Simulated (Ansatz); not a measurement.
Trial structure of CaO, not yet relaxed:

```
CELL_PARAMETERS angstrom
3.25285 0.00000 0.00000
0.00000 3.25285 0.00000
0.00000 0.00000 3.25285
ATOMIC_POSITIONS crystal
Ca 0.50000 0.50000 0.50000
O 0.00000 0.00000 0.00000
```

Method: DFT PBE, scalar-relativistic, plane waves, PAW (Ansatz 0.2.0). Settings: cutoff 420 eV, Γ-centred mesh 6×6×6 on the computed 2-atom cell, Gaussian smearing of 0.10 eV; no spin polarisation.

The zero of energy is the elements' standard structures at the same level (O₂ as a molecule); no fitted shifts are applied.

Problem. Estimate its pressure, forces and energy as it stands.

Solution. The pressure is -17.0 GPa (it wants to contract), the largest force is 0.00 eV/Å (symmetry fixes the atoms), and the energy is −2.14 eV/atom against the elements. The shortest distance is 2.82 Å.

Problem. How much does it gain on relaxing, and where does it end?

Solution. Relaxing gains about 0.32 eV/atom in 7 ionic steps and ends at −2.456 eV/atom on the finer mesh. The symmetry stays Pm-3m (No. 221). The end has the caesium chloride type. The volume per atom shrinks by 26.6 %, from 17.2 to 12.6 Å³. The shortest distance goes from 2.82 Å (Ca–O) to 2.54 Å (Ca–O). Conventional cell: a = 2.934 Å. Around Ca lie 8 O at 2.54 Å and 6 Ca at 2.93 Å; O is surrounded by 8 Ca at 2.54 Å and 6 O at 2.93 Å.

The last run used an 8×8×8 mesh for its 2-atom cell and Gaussian smearing of 0.02 eV. The relaxation can't lower the symmetry of the start. A structure relaxed within its symmetry needn't be a true minimum. Another cell of CaO relaxed alike, in Fm-3m, lies 0.49 eV/atom lower, so this cell isn't the stable form at this level.
